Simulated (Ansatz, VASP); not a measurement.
# Y in VASP and in Ansatz

```
Y
1.0
     3.53825    0.00000    0.00000
    -1.76912    3.06421    0.00000
     0.00000    0.00000    5.54925
Y
2
Cartesian
  0.0000 2.0428 1.3873
  1.7691 1.0214 4.1619
```

Alike in both runs: functional LDA; k mesh 12 × 12 × 6; occupations fermi-dirac, width 0.15 eV; no spin polarisation.

Ansatz relaxed the structure, and its values are those at the end. VASP's run is a single point on that final structure, the one shown.

|  | VASP | Ansatz |
| --- | --- | --- |
| version | VASP 6.6.1 | Ansatz 0.2.0 |
| potentials or method | VASP PAW LDA potentials, release 64 (Y_sv) | scalar-relativistic, plane waves, PAW |
| plane-wave cutoff (eV) | 520 | 600 |
| valence electrons in the cell | 22 | 22 |

Ansatz gave:

* gap on the k mesh at the Fermi level (eV): none
* pressure (GPa): 0.0

Q: Estimate VASP's values.

A: gap on the k mesh at the Fermi level (eV): none; pressure (GPa): -0.1.

A gap of «none» marks a metal or a gap that the smearing closes. Ansatz warned: «pseudo_functional_mismatch».
